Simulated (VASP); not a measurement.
Wanted: the native input for a VASP 6.6.1 run.

```yaml
Task: electrostatic potential
Functional: PBE
Potentials_or_basis: VASP PAW PBE potentials, release 64 (Mg, Se)
Cutoff: 230 eV
k_mesh: 8 × 8 × 8
Occupations: gaussian, width 0.02 eV
Spin: no spin polarisation
Further_INCAR_settings: ALGO = Normal; EDIFF = 1e-06
```

The structure of MgSe lies in POSCAR:

```
MgSe                                    
1.0
    0.0000000000      2.7480405740      2.7480405740
    2.7480405740      0.0000000000      2.7480405740
    2.7480405740      2.7480405740      0.0000000000
  Mg              Se            
     1     1
Direct
     0.0000000000000000    0.0000000000000000    0.0000000000000000
     0.5000000000000000    0.5000000000000000    0.5000000000000000
```

The cell was built by a generator and needn't be a form met in nature.

The input as run:

INCAR

```
SYSTEM = MgSe
PREC = Accurate
ENCUT = 230
EDIFF = 1E-6
ISMEAR = 0
SIGMA = 0.02
LREAL = .False.
LASPH = .True.
NELM = 100
ALGO = Normal
ISIF = 2
LWAVE = .False.
LCHARG = .True.
GGA = PE
LVHAR = .True.
```

KPOINTS

```
Automatic mesh
0
Gamma
  8 8 8
  0 0 0
```

Potentials or basis: VASP PAW PBE potentials, release 64 (Mg, Se).

Run with:

```sh
$ cat potpaw_PBE.64/Mg/POTCAR potpaw_PBE.64/Se/POTCAR > POTCAR
$ mpirun -np 1 vasp_std > vasp.out
```

It gave:

```yaml
Band_gap_on_the_k_mesh: 1.76 eV, indirect (least direct gap 2.43 eV)
```

Run time: 7.3 s on 1 thread of Intel(R) Xeon(R) Platinum 8488C (Sapphire Rapids), on a shared host, peak memory 0.11 GiB.
